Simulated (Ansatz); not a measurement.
# CdS: the order of phases at one pressure

Which of rocksalt, CsCl, zincblende, wurtzite, NiAs has the lowest enthalpy for CdS at one common pressure? Methods of the runs shown: LAPW. Companion runs by PAW are cited.

Computed with Ansatz 0.2.0 (DFT, PBE, all-electron LAPW, scalar-relativistic, unless a step's input says otherwise).

## (1) The starting structure

It takes space group Fm-3m (No. 225, cubic). Conventional cell: a = 5.059 Å, b = 5.059 Å, c = 5.059 Å, α = 90.00°, β = 90.00°, γ = 90.00°. Cd (site symmetry m-3m) is surrounded by 6 S at 2.53 Å. S (site symmetry m-3m) has 6 Cd at 2.53 Å as nearest neighbours.

Structure file:

```cif
data_structure
_symmetry_space_group_name_H-M 'Fm-3m'
_symmetry_Int_Tables_number 225
_cell_length_a 5.0585
_cell_length_b 5.0585
_cell_length_c 5.0585
_cell_angle_alpha 90.000
_cell_angle_beta 90.000
_cell_angle_gamma 90.000
_cell_volume 129.44
loop_
_atom_site_label
_atom_site_type_symbol
_atom_site_symmetry_multiplicity
_atom_site_Wyckoff_symbol
_atom_site_fract_x
_atom_site_fract_y
_atom_site_fract_z
_atom_site_occupancy
Cd1 Cd 4 a 0.00000 0.00000 0.00000 1
S1 S 4 b 0.50000 0.00000 0.00000 1
```

The file gives the conventional cell by its symmetry; the runs use the cell typed in the input.

Atoms are numbered in the order of the input: Cd1, S2.

## (2) Rocksalt relaxed under pressure, LAPW

The input, input.yaml:

```yaml
crystal:
  lattice:
    - [0.0, 2.5292703057, 2.5292703057]
    - [2.5292703057, 0.0, 2.5292703057]
    - [2.5292703057, 2.5292703057, 0.0]
  atoms:
    - { symbol: Cd, position: [0.0, 0.0, 0.0] }
    - { symbol: S, position: [0.5, 0.5, 0.5] }
kpoints:
  mp_grid: { grid: [14, 14, 14] }
scf:
  occupations: { method: fermi_dirac, width: 0.08 }
hamiltonian:
  xc: pbe
  pseudopotentials: { kind: all_electron, lapw: { basis_error: 0.0005 } }
output:
  forces: true
  stress: true
  eigenvalues: true
relax:
  f_tol: 0.005
  max_steps: 12
  cell: { p_target: 32.0, stress_tol: 0.03 }
```

Launch:

```bash
> ansatz run input.yaml --threads 1 --pin off --max-ram 3584MiB --backend cpu --events-out ev --progress --plain --runs-dir out
```

The runs that follow: CsCl relaxed under pressure, LAPW; Zincblende relaxed under pressure, LAPW; Wurtzite at the cell that PAW relaxed, LAPW; NiAs at the cell that PAW relaxed, LAPW.

Before running it: what results should come out? Wanted: pressure; lowest (for each run or level that gives them).

**Answer**, as computed:

```
     quantity                               value
     pressure                              32 GPa
lowest (LAPW)  rocksalt, 91.6 meV/atom under NiAs
 lowest (PAW)  rocksalt, 91.7 meV/atom under NiAs
```

What this shows: By LAPW the order is rocksalt < NiAs < CsCl < wurtzite < zincblende. By PAW the order is rocksalt < NiAs < CsCl < wurtzite < zincblende. The methods agree on the lowest phase. Only these structures were tried, with electrons smeared by 0.08 eV and without vibrations, so the true ground state may be another. The k meshes differ between phases and weren't tested, which can move differences by some meV.
